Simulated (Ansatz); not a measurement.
Start from RuO2 in the rutile structure (space group P4_2/mnm, No. 136; a = 4.523 Å, c = 3.119 Å). Axes: x, y, z lie along a, b, c of the conventional cell.

Method: Kohn–Sham DFT with the PBE functional, run in Ansatz (an electronic-structure program) with PAW and 420 eV plane waves, no spin-orbit coupling.

Modification: the cell is scaled by 1.0126 in all directions; the atoms relax in the strained cell.

Problem. Predict the stress tensor and what it implies for the stiffness.

Solution. Stress of the strained cell less that of the base (GPa, compression positive):
```
   -8.2     0.0     0.0
    0.0    -8.2     0.0
    0.0     0.0   -10.4
```

Then B = −ΔP/(ΔV/V₀) with ΔV/V₀ = 0.0383 gives secant stiffness values (nonlinear terms included at this strain): B (at held cell shape, above the free-shape value) ≈ 233 GPa.

As a check, the harmonic strain energy −½ V₀ Δσ:ε is 11 meV/atom; the computed energy rise is 12 meV/atom.

Stability against distortions was not tested. No Hubbard U is applied, and correlation can decide whether such a compound is a metal. All final runs are without spin polarisation.
